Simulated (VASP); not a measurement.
# InP (F-43m) in VASP: a series of runs

InP is run at these levels: LDA; tasks: single point.

Program: VASP 6.6.1. These are calculated values, not measurements. Logs are shortened: lines on timing, memory, paths and dates and some standing lists are left out, and cuts for length are marked.

**The experiment to reproduce.**

From a printed reference work, data compilation, for a bulk crystal of InP at 1.6 K: band gap 1.4236 eV (direct).

The runs below are set against these values where they give the same quantity.

## (1) The cell of the first run

It takes space group F-43m (No. 216, cubic). Conventional cell: a = 5.827 Å, b = 5.827 Å, c = 5.827 Å, α = 90.00°, β = 90.00°, γ = 90.00°. Within 3.3 Å of In (site symmetry -43m) lie 4 P at 2.52 Å. Within 3.3 Å of P (site symmetry -43m) lie 4 In at 2.52 Å.

## (2) Single point, LDA

Input file INCAR:

```
SYSTEM = InP
  PREC = Accurate
  ENCUT = 520
  EDIFF = 1E-6
  ISMEAR = 0
  SIGMA = 0.02
  LREAL = .FALSE.
  LASPH = .TRUE.
  NELM = 60
  ALGO = Normal
  ISIF = 2
  LWAVE = .FALSE.
  LCHARG = .FALSE.
  NBANDS = 16
```

Input file KPOINTS:

```
regular mesh
0
G
  10 10 10
  0 0 0
```

Input file POSCAR:

```
InP
1.0
    0.0000000000      2.9134905978      2.9134905978
    2.9134905978      0.0000000000      2.9134905978
    2.9134905978      2.9134905978      0.0000000000
In P
1 1
Direct
    0.0000000000      0.0000000000      0.0000000000
    0.7500000000      0.7500000000      0.7500000000
```

Potentials or basis: VASP PAW LDA potentials, release 64 (In_d, P).

Launch:

```sh
> cat potpaw_LDA.64/In_d/POTCAR potpaw_LDA.64/P/POTCAR > POTCAR
> mpirun -np 1 vasp_std > vasp.out
```

OUTCAR:

```text
SYSTEM = InP
   PREC = Accurate
   ENCUT = 520
   EDIFF = 1E-6
   ISMEAR = 0
   LREAL = .FALSE.
   LASPH = .TRUE.
   NELM = 60
   ISIF = 2

 ion  position               nearest neighbor table
   1  0.000  0.000  0.000-   2 2.52   2 2.52   2 2.52   2 2.52
   2  0.750  0.750  0.750-   1 2.52   1 2.52   1 2.52   1 2.52

  LATTYP: Found a face centered cubic cell.
 ALAT       =     5.8269811956

  Lattice vectors:

 A1 = (   0.0000000000,   2.9134905978,   2.9134905978)
 A2 = (   2.9134905978,   0.0000000000,   2.9134905978)
 A3 = (   2.9134905978,   2.9134905978,   0.0000000000)

Analysis of symmetry for initial positions (statically):
=====================================================================
 Subroutine PRICEL returns:
 Original cell was already a primitive cell.

 Routine SETGRP: Setting up the symmetry group for a
 face centered cubic supercell.

 Subroutine GETGRP returns: Found 24 space group operations
 (whereof 24 operations were pure point group operations)
 out of a pool of 48 trial point group operations.

The static configuration has the point symmetry T_d .

Analysis of symmetry for dynamics (positions and initial velocities):
=====================================================================
 Subroutine PRICEL returns:
 Original cell was already a primitive cell.

 Routine SETGRP: Setting up the symmetry group for a
 face centered cubic supercell.

 Subroutine GETGRP returns: Found 24 space group operations
 (whereof 24 operations were pure point group operations)
 out of a pool of 48 trial point group operations.

The dynamic configuration has the point symmetry T_d .

 Subroutine INISYM returns: Found 24 space group operations
 (whereof 24 operations are pure point group operations),
 and found     1 'primitive' translations

----------------------------------------------------------------------------------------

                                     Primitive cell

  volume of cell :      49.4619

  direct lattice vectors                    reciprocal lattice vectors
     0.000000000  2.913490598  2.913490598    -0.171615450  0.171615450  0.171615450
     2.913490598  0.000000000  2.913490598     0.171615450 -0.171615450  0.171615450
     2.913490598  2.913490598  0.000000000     0.171615450  0.171615450 -0.171615450

  length of vectors
     4.120297917  4.120297917  4.120297917     0.297246679  0.297246679  0.297246679

  position of ions in fractional coordinates (direct lattice)
     0.000000000  0.000000000  0.000000000
     0.750000000  0.750000000  0.750000000

  ion indices of the primitive-cell ions
   primitive index   ion index
                 1           1
                 2           2

----------------------------------------------------------------------------------------

 KPOINTS: regular mesh

Automatic generation of k-mesh.
 Grid dimensions read from file:
 generate k-points for:   10   10   10

 Generating k-lattice:

  Cartesian coordinates                     Fractional coordinates (reciprocal lattice)
    -0.017161545  0.017161545  0.017161545     0.100000000  0.000000000  0.000000000
     0.017161545 -0.017161545  0.017161545     0.000000000  0.100000000  0.000000000
     0.017161545  0.017161545 -0.017161545     0.000000000  0.000000000  0.100000000

  Length of vectors
     0.029724668  0.029724668  0.029724668

  Shift w.r.t. Gamma in fractional coordinates (k-lattice)
     0.000000000  0.000000000  0.000000000

 Subroutine IBZKPT returns following result:
 ===========================================

 Found     47 irreducible k-points:

 Following reciprocal coordinates:
            Coordinates               Weight
  0.000000  0.000000  0.000000      1.000000
  0.100000  0.000000  0.000000      8.000000
  0.200000  0.000000  0.000000      8.000000
  0.300000  0.000000  0.000000      8.000000
  0.400000  0.000000  0.000000      8.000000
  0.500000  0.000000  0.000000      4.000000
[... 16 lines left out ...]
  0.300000  0.300000  0.000000      6.000000
  0.400000  0.300000  0.000000     24.000000
 [... further k-points ...]
   k-points           NKPTS =     47   k-points in BZ     NKDIM =     47   number of bands    NBANDS=     16
   number of dos      NEDOS =    301   number of ions     NIONS =      2
   total plane-waves  NPLWV =  32768
   dimension x,y,z NGX =    32 NGY =   32 NGZ =   32
   dimension x,y,z NGXF=    64 NGYF=   64 NGZF=   64
   ions per type =               1   1
   NGX,Y,Z   is equivalent  to a cutoff of  12.91, 12.91, 12.91 a.u.
   NGXF,Y,Z  is equivalent  to a cutoff of  25.82, 25.82, 25.82 a.u.
 SYSTEM =  InP
   PREC   = accura    normal or accurate (medium, high low for compatibility)
   ISTART =      0    job   : 0-new  1-cont  2-samecut
   ICHARG =      2    charge: 1-file 2-atom 10-const
   ISPIN  =      1    spin polarized calculation?
   LNONCOLLINEAR =      F non collinear calculations
   LSORBIT =      F    spin-orbit coupling
   LASPH  =      T    aspherical Exc in radial PAW
   ENCUT  =  520.0 eV  38.22 Ry    6.18 a.u.   7.66  7.66  7.66*2*pi/ulx,y,z
   NELM   =     60;   NELMIN=  2; NELMDL= -5     # of ELM steps
   EDIFF  = 0.1E-05   stopping-criterion for ELM
   LREAL  =      F    real-space projection
   EDIFFG = 0.1E-04   stopping-criterion for IOM
   NSW    =      0    number of steps for IOM
   IBRION =     -1    ionic relax: 0-MD 1-quasi-New 2-CG
   NFREE  =      0    steps in history (QN), initial steepest desc. (CG)
   ISIF   =      2    stress and relaxation
   ISYM   =      2    0-nonsym 1-usesym 2-fastsym
   POTIM  = 0.5000    time-step for ionic-motion
   TEBEG  =    0.0;   TEEND  =   0.0 temperature during run
   PSTRESS=    0.0 pullay stress
   NELECT =      18.0000    total number of electrons
   NUPDOWN=      -1.0000    fix difference up-down
   EMIN   =  10.00;   EMAX   =-10.00  energy-range for DOS
   EFERMI =   0.00;   METHOD = LEGACY
   ISMEAR =     0;   SIGMA  =   0.02  broadening in eV -4-tet -1-fermi 0-gaus
   EFERMI_NEDOS =   21; number of points for ismear=-14 and -15
   IALGO  =     38    algorithm
   IMIX   =      4    mixing-type and parameters
     AMIX     =   0.40;   BMIX     =  1.00
     AMIX_MAG =   1.60;   BMIX_MAG =  1.00
  volume/ion in A,a.u.               =      24.73       166.89
  Fermi-wavevector in a.u.,A,eV,Ry     =   1.168805  2.208721 18.586987  1.366105
  Thomas-Fermi vector in A             =   2.305287
   LORBIT       =      0    0 simple, 1 ext, 2 COOP (PROOUT), +10 PAW based schemes
   GGA     = CA    functional components
   LHFCALC =     F    Hartree Fock is set to
   AEXX    =    0.0000 exact exchange contribution
   IVDW    =     0    specifies the selected vdW correction
   LEPSILON=     F    determine dielectric tensor
   LRPA    =     F    only Hartree local field effects (RPA)
 non-spin polarized calculation
 Gauss-broadening in eV      SIGMA  =   0.02
  energy-cutoff  :      520.00
  volume of cell :       49.46
 maximum number of plane-waves:      1363
   NGX = 15   NGY = 15   NGZ = 15

 number of electron      17.9999998 magnetization

 Free energy of the ion-electron system (eV)
  ---------------------------------------------------
  ext. energy  EPLUGINS =         0.00000000
  ---------------------------------------------------
  free energy    TOTEN  =        -9.67414387 eV

  energy without entropy =       -9.67414387  energy(sigma->0) =       -9.67414387

 E-fermi :   5.3044     XC(G=0):  -9.6864

 val. band max:        5.2028330761   @ k =   0.0000   0.0000   0.0000
 cond. band min:       5.8084878187   @ k =   0.0000   0.0000   0.0000
 fundamental gap:      0.6056547425
 Fermi energy:         5.3044182755

 k-point     1 :       0.0000    0.0000    0.0000
  band No.  band energies     occupation
      1      -9.0210      2.00000
      2      -9.0210      2.00000
      3      -9.0210      2.00000
      4      -8.8569      2.00000
      5      -8.8569      2.00000
      6      -6.4640      2.00000
[... 8 lines left out ...]
     15      14.6822      0.00000
     16      14.6822      0.00000

 k-point     2 :       0.1000    0.0000    0.0000
  band No.  band energies     occupation
      1      -9.0344      2.00000
      2      -9.0157      2.00000
      3      -9.0157      2.00000
      4      -8.8570      2.00000
      5      -8.8570      2.00000
      6      -6.3450      2.00000
[... 8 lines left out ...]
     15      14.1453      0.00000
     16      14.1547      0.00000

 k-point     3 :       0.2000    0.0000    0.0000
  band No.  band energies     occupation
      1      -9.0681      2.00000
      2      -9.0028      2.00000
      3      -9.0028      2.00000
      4      -8.8559      2.00000
      5      -8.8559      2.00000
      6      -6.0023      2.00000
[... 8 lines left out ...]
     15      13.7037      0.00000
     16      14.3831      0.00000

 k-point     4 :       0.3000    0.0000    0.0000
  band No.  band energies     occupation
      1      -9.1073      2.00000
      2      -8.9897      2.00000
      3      -8.9897      2.00000
      4      -8.8517      2.00000
      5      -8.8517      2.00000
      6      -5.4866      2.00000
[... 8 lines left out ...]
     15      13.9962      0.00000
     16      13.9962      0.00000

 k-point     5 :       0.4000    0.0000    0.0000
  band No.  band energies     occupation
      1      -9.1374      2.00000
      2      -8.9816      2.00000
      3      -8.9816      2.00000
      4      -8.8456      2.00000
      5      -8.8456      2.00000
      6      -4.9301      2.00000
[... 8 lines left out ...]
     15      14.9789      0.00000
     16      14.9789      0.00000

 k-point     6 :       0.5000    0.0000    0.0000
  band No.  band energies     occupation
      1      -9.1486      2.00000
      2      -8.9792      2.00000
      3      -8.9792      2.00000
      4      -8.8425      2.00000
      5      -8.8425      2.00000
      6      -4.6520      2.00000
[... 8 lines left out ...]
     15      15.8469      0.00000
     16      15.8469      0.00000
[... 267 lines left out ...]
 k-point    21 :      -0.3000    0.2000    0.0000
  band No.  band energies     occupation
      1      -9.1423      2.00000
      2      -8.9730      2.00000
      3      -8.9650      2.00000
      4      -8.8569      2.00000
      5      -8.8510      2.00000
      6      -4.7855      2.00000
[... 8 lines left out ...]
     15      15.3841      0.00000
     16      16.5891      0.00000

 k-point    22 :      -0.2000    0.2000    0.0000
  band No.  band energies     occupation
      1      -9.1178      2.00000
      2      -8.9808      2.00000
      3      -8.9795      2.00000
      4      -8.8624      2.00000
      5      -8.8482      2.00000
      6      -5.3129      2.00000
[... 8 lines left out ...]
     15      15.4121      0.00000
     16      16.4463      0.00000

 k-point    23 :       0.3000    0.3000    0.0000
  band No.  band energies     occupation
      1      -9.1588      2.00000
      2      -8.9485      2.00000
      3      -8.9485      2.00000
      4      -8.8921      2.00000
      5      -8.8321      2.00000
      6      -5.1635      2.00000
[... 8 lines left out ...]
     15      15.4174      0.00000
     16      18.0396      0.00000

 k-point    24 :       0.4000    0.3000    0.0000
  band No.  band energies     occupation
      1      -9.1793      2.00000
      2      -8.9388      2.00000
      3      -8.9350      2.00000
      4      -8.8961      2.00000
      5      -8.8282      2.00000
      6      -4.7220      2.00000
[... 8 lines left out ...]
     15      15.8383      0.00000
     16      17.9070      0.00000

 [... further k-points ...]
[... 5 lines left out ...]
  --------------------------------------------------------------------------------------
  -------------------------------------------------------------------------------------
  Total        0.0035988      0.0035988      0.0035988     -0.0000000      0.0000000     -0.0000000
  in kB        0.1165735      0.1165735      0.1165735     -0.0000000      0.0000000     -0.0000000
  external PRESSURE =       0.1165735 kB  Pullay stress =       0.0000000 kB

 VOLUME and BASIS-vectors are now :
 -----------------------------------------------------------------------------
  energy-cutoff  :      520.00
  volume of cell :       49.46
      direct lattice vectors                 reciprocal lattice vectors
     0.000000000  2.913490598  2.913490598    -0.171615450  0.171615450  0.171615450
     2.913490598  0.000000000  2.913490598     0.171615450 -0.171615450  0.171615450
     2.913490598  2.913490598  0.000000000     0.171615450  0.171615450 -0.171615450

 POSITION                                       TOTAL-FORCE (eV/Angst)
 -----------------------------------------------------------------------------------
      0.00000      0.00000      0.00000        -0.000000     -0.000000     -0.000000
      4.37024      4.37024      4.37024         0.000000      0.000000      0.000000
 -----------------------------------------------------------------------------------
    total drift:                                0.000000      0.000000     -0.000000

  FREE ENERGIE OF THE ION-ELECTRON SYSTEM (eV)
  ---------------------------------------------------
  free  energy   TOTEN  =        -9.6741438683 eV

  energy  without entropy=       -9.6741438683  energy(sigma->0) =       -9.67414387
```

Wall time 41 s (1 thread of AMD EPYC 7R43 (Zen 3), shared host); peak memory 0.14 GiB.

What came out:

| Quantity | Value |
| --- | --- |
| Free energy | -9.6741 eV |
| Pressure | 0.0 GPa |
| Band gap on the k mesh | 0.61 eV, direct |

Caveat: spin-orbit coupling is left out, which moves the levels of the heavy elements.

(Part 1 of 2 ends here.)
